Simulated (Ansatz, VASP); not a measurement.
HfH: VASP beside Ansatz

```xyz
4
Lattice="3.2063 0.0000 0.0000 -1.6032 2.7767 0.0000 0.0000 0.0000 5.3282" Properties=species:S:1:pos:R:3 pbc="T T T"
Hf    0.0000    1.8512    3.9962
Hf    1.6032    0.9256    1.3321
H     0.0000    0.0000    0.0000
H     0.0000    0.0000    2.6641
```

Alike in both runs: functional PBE; k mesh 18 × 18 × 10; occupations gaussian, width 0.1 eV; no spin polarisation.

Ansatz relaxed the structure, and its values are those at the end. VASP's run is a single point on that final structure, the one shown.

```csv
,VASP,Ansatz
version,VASP 6.6.1,Ansatz 0.2.0
potentials or method,"VASP PAW PBE potentials, release 64 (Hf_pv, H)","scalar-relativistic, plane waves, PAW"
plane-wave cutoff (eV),520,420
valence electrons in the cell,22,54
```

```tsv
	VASP	Ansatz	Ansatz less VASP
gap on the k mesh at the Fermi level (eV)	none	none	-
pressure (GPa)	-0.7	0.0	+0.67
```

A gap of «none» marks a metal or a gap that the smearing closes. The two sets of potentials don't hold the same shells in valence.

Spin-orbit coupling is left out, which matters for the levels of Hf.
